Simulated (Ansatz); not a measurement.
**As in Ansatz: the effect of functional**

As:

```xyz
4
Lattice="1.8490 -5.5724 0.0000 1.8490 5.5724 0.0000 0.0000 0.0000 4.5288" Properties=species:S:1:pos:R:3 pbc="T T T"
As    1.8490    1.2259    2.5361
As    1.8490   -4.3465    4.2571
As    1.8490   -1.2259    1.9927
As    1.8490    4.3465    0.2717
```

This isn't the form of As at room conditions, which is rhombohedral.

The cell isn't the ideal one: volume scaled by 1.04.

Alike in all runs:

```yaml
Program: Ansatz 0.2.0
Task: single point
Potentials_or_basis: Ansatz PAW
k_mesh: 8 × 8 × 6
Occupations: fermi-dirac, width 0.05 eV
Spin: no spin polarisation
```

| functional | cutoff | gap on the mesh (eV) | pressure (GPa) | largest force (eV/Å) |
| --- | --- | --- | --- | --- |
| LDA | 420 eV (not typed: the program's choice for these potentials) | 0.08 | -4.3 | 0.45 |
| PBEsol | 420 eV (not typed: the program's choice for these potentials) | ? | ? | ? |
| r2SCAN | 500 eV (not typed: the program's choice for these potentials) | 0.16 | -1.4 | 0.64 |

What does the run with functional PBEsol give?

gap on the mesh 0.08 eV; pressure -2.8 GPa; largest force 0.34 eV/Å.

Caveats: the PAW data sets come from PBE, with cores solved anew for the run's functional, which leaves a small shift of forces and pressure.

A k mesh can miss the band edges.

Runs at the PBE level aren't shown here.
